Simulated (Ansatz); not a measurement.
CaO in the rocksalt structure was relaxed with r2SCAN, strained in 3 ways (changes of length per length), its atoms relaxed again with r2SCAN, and run with PBE in the plane-wave code Ansatz. No spin polarisation and no zero-point or thermal motion.

Uniaxial -0.87 % along x, other directions held. Input:
```yaml
crystal:
  lattice:
    - [0.0, 2.3975501188, 2.3975501188]
    - [2.3766914328, 0.0, 2.3975501188]
    - [2.3766914328, 2.3975501188, 0.0]
  atoms:
    - { symbol: Ca, position: [0.0, 0.0, 0.0] }
    - { symbol: O, position: [0.5, 0.5, 0.5] }
kpoints:
  mp_grid: { grid: [10, 10, 10] }
  band_path:
    path:
      - [0.0, 0.0, 0.0]
      - [0.5, 0.0, 0.5]
      - [0.625, 0.25, 0.625]
      - [0.375, 0.375, 0.75]
      - [0.5, 0.5, 0.5]
      - [0.5, 0.25, 0.75]
    npoints: 1
hamiltonian:
  xc: pbe
scf:
  occupations: { method: fermi_dirac, width: 0.02 }
  n_extra_bands: 4
output:
  forces: true
  stress: true
  eigenvalues: true
```

Main results, then levels in eV from the Fermi energy at the points of the path (names of the unstrained zone, bands numbered from 0):
```
Crystal: 2 atoms, lattice volume = 27.324 Å³
Basis set: ecut = 420 eV, 535 PW (Γ)
Symmetry: 16 space group operations
Space group: I4/mmm (ITA 139)
k-points: 102 of 1000
Free energy (F): -2387.712929 eV
Fermi energy:    9.694942 eV
--- Stress (GPa, compression-positive) ---
        4.529512       0.000000       0.000000
        0.000000       3.009664       0.000000
        0.000000       0.000000       3.009664
  P = ⅓ Tr σ = 3.5163 GPa (35.163 kbar)
```
```tsv
point	band_5	band_6	band_7	band_8	band_9	band_10
Γ	-1.833	-1.833	-1.810	3.033	4.433	4.433
X	-3.134	-2.197	-2.177	1.835	6.338	7.168
U	-3.170	-3.047	-2.615	3.362	6.259	6.850
K	-3.170	-3.047	-2.615	3.362	6.259	6.850
L	-4.487	-3.048	-3.048	5.307	6.617	6.625
W	-3.144	-2.898	-2.898	4.589	4.589	6.638
```

With PBE the valence top lies at Γ and the conduction bottom at X (0, -1/2, -1/2), 3.62 eV higher; the smallest vertical gap, at X, is 4.01 eV. The mean pressure at these positions is +3.52 GPa, compression counted positive.

Task: Epitaxial -0.65 % in the xy plane, free normal strain +0.33 % gives these blocks instead:
```yaml
crystal:
  lattice:
    - [0.0, 2.381966043, 2.4055112252]
    - [2.381966043, 0.0, 2.4055112252]
    - [2.381966043, 2.381966043, 0.0]
  atoms:
    - { symbol: Ca, position: [0.0, 0.0, 0.0] }
    - { symbol: O, position: [0.5, 0.5, 0.5] }
```
What comes out?

Result:
```
Crystal: 2 atoms, lattice volume = 27.297 Å³
Basis set: ecut = 420 eV, 533 PW (Γ)
Symmetry: 16 space group operations
Space group: I4/mmm (ITA 139)
k-points: 102 of 1000
Free energy (F): -2387.712124 eV
Fermi energy:    9.706198 eV
--- Stress (GPa, compression-positive) ---
        4.196602       0.000000       0.000000
        0.000000       4.196602       0.000000
        0.000000       0.000000       2.528115
  P = ⅓ Tr σ = 3.6404 GPa (36.404 kbar)
```
```tsv
point	band_5	band_6	band_7	band_8	band_9	band_10
Γ	-1.842	-1.817	-1.817	3.041	4.410	4.477
X	-3.097	-2.214	-2.193	1.815	6.353	7.173
U	-3.172	-3.010	-2.620	3.335	6.258	6.876
K	-3.170	-3.067	-2.613	3.380	6.269	6.847
L	-4.489	-3.051	-3.050	5.312	6.622	6.631
W	-3.139	-2.916	-2.865	4.561	4.586	6.662
```
The PBE gap is indirect, 3.63 eV (Γ to X), below the direct gap of 4.01 eV at X. The mean pressure at these positions is +3.64 GPa, compression counted positive.

Isotropic +5.38 % on every length. These blocks change:
```yaml
crystal:
  lattice:
    - [0.0, 2.5265383152, 2.5265383152]
    - [2.5265383152, 0.0, 2.5265383152]
    - [2.5265383152, 2.5265383152, 0.0]
  atoms:
    - { symbol: Ca, position: [0.0, 0.0, 0.0] }
    - { symbol: O, position: [0.5, 0.5, 0.5] }
```

```
Crystal: 2 atoms, lattice volume = 32.256 Å³
Basis set: ecut = 420 eV, 609 PW (Γ)
Symmetry: 48 space group operations
Space group: Fm-3m (ITA 225)
k-points: 47 of 1000
Free energy (F): -2387.570766 eV
Fermi energy:    7.978304 eV
--- Stress (GPa, compression-positive) ---
      -10.617208       0.000000       0.000000
        0.000000     -10.617208       0.000000
        0.000000       0.000000     -10.617208
  P = ⅓ Tr σ = -10.6172 GPa (-106.172 kbar)
```
```tsv
point	band_5	band_6	band_7	band_8	band_9	band_10
Γ	-1.812	-1.812	-1.812	1.798	4.020	4.020
X	-3.127	-2.199	-2.199	1.826	5.180	6.227
U	-3.000	-2.999	-2.479	3.043	5.402	5.694
K	-3.000	-2.999	-2.479	3.043	5.402	5.694
L	-4.109	-2.746	-2.746	4.545	5.593	5.729
W	-2.880	-2.835	-2.835	4.027	4.027	5.576
```

The PBE gap is direct at Γ: 3.61 eV. At this geometry PBE finds -10.62 GPa, compression counted positive: its own equilibrium volume is smaller.
